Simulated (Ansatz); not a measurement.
System: cubic perovskite BaSnO3. Method: HSE06 in Ansatz (plane waves, PAW).

Run with plane-wave cutoff 520 eV, 6×6×6 k mesh, scalar-relativistic PAW data made under PBE.

Computed at the level's own relaxed cell.

```
CELL_PARAMETERS angstrom
      4.12141     0.00000     0.00000
      0.00000     4.12141     0.00000
      0.00000     0.00000     4.12141
ATOMIC_POSITIONS crystal
  Ba 0.00000 0.00000 0.00000
  Sn 0.50000 0.50000 0.50000
  O  0.50000 0.00000 0.50000
  O  0.00000 0.50000 0.50000
  O  0.50000 0.50000 0.00000
```

**Question.** Give the elastic tensor (Voigt notation, GPa, ions relaxed, in the Cartesian axes of the cell as printed).

**Answer.** 
```
  292.7    93.1    93.1     0.0     0.0     0.0
   93.1   292.7    93.1     0.0     0.0     0.0
   93.1    93.1   292.7     0.0     0.0     0.0
    0.0     0.0     0.0   103.7     0.0     0.0
    0.0     0.0     0.0     0.0   103.7     0.0
    0.0     0.0     0.0     0.0     0.0   103.7
```

Ansatz is a first-principles code.
